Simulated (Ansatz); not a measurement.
# GaP: the cost of one run

Computed with Ansatz 0.2.0 (DFT, PBEsol, plane-wave PAW, default files, scalar-relativistic).

### Step 1. The system as given

It takes space group F-43m (No. 216, cubic). Conventional cell: a = 5.451 Å, b = 5.451 Å, c = 5.451 Å, α = 90.00°, β = 90.00°, γ = 90.00°. Ga (site symmetry -43m) has 4 P at 2.36 Å as nearest neighbours. P (site symmetry -43m) has 4 Ga at 2.36 Å as nearest neighbours.

Structure file:

```cif
data_structure
_symmetry_space_group_name_H-M 'P 1'
_symmetry_Int_Tables_number 1
_cell_length_a 3.8541
_cell_length_b 3.8541
_cell_length_c 3.8541
_cell_angle_alpha 60.000
_cell_angle_beta 60.000
_cell_angle_gamma 60.000
_cell_volume 40.48
loop_
_atom_site_label
_atom_site_type_symbol
_atom_site_fract_x
_atom_site_fract_y
_atom_site_fract_z
_atom_site_occupancy
Ga1 Ga 0.00000 0.00000 0.00000 1
P1 P 0.25000 0.25000 0.25000 1
```

The earlier run gave: gap on the mesh 1.59 eV, largest force 0.000 eV/Å, pressure 2.5 GPa.

The printed gradients, by site:

| site | atoms | first shell | V_zz (10²¹ V/m²) | η | C_Q (MHz) |
| --- | --- | --- | --- | --- | --- |
| Ga | 1 | 4 P at 2.36 Å | 0.00 | – | 0 (⁷¹Ga) |
| P | 2 | 4 Ga at 2.36 Å | 0.00 | – | – |

V_zz is the principal component of the electric field gradient with the largest magnitude, η = (V_xx − V_yy)/V_zz and C_Q = eQV_zz/h. Quadrupole moments are those of Pyykkö's year-2017 table. A dash under C_Q marks elements without a common quadrupolar isotope.

### Step 2. Functional PBEsol at the relaxed positions

The input, input.yaml:

```yaml
crystal:
  lattice:
    - [0.0, 2.72525, 2.72525]
    - [2.72525, 0.0, 2.72525]
    - [2.72525, 2.72525, 0.0]
  atoms:
    - { symbol: Ga, position: [0.0, 0.0, 0.0] }
    - { symbol: P, position: [0.25, 0.25, 0.25] }
kpoints:
  mp_grid: { grid: [14, 14, 14] }
scf:
  occupations: { method: fermi_dirac, width: 0.02 }
hamiltonian:
  xc: pbesol
  pseudopotentials: { kind: paw }
output:
  forces: true
  stress: true
  populations: true
  efg: { quadrupole_moments_barn: { Ga: 0.107 }, contact_densities: true }
```

Command:

```bash
> ansatz run input.yaml --threads 1 --pin off --max-ram 3072MiB --backend cpu --events-out ev --progress --plain --runs-dir out
```

**Question.** How long does this run take on 1 thread of Intel Xeon Platinum 8488C (Sapphire Rapids), shared host, and how much memory does it need?

About 5.7 s, with a peak of 0.45 GiB.
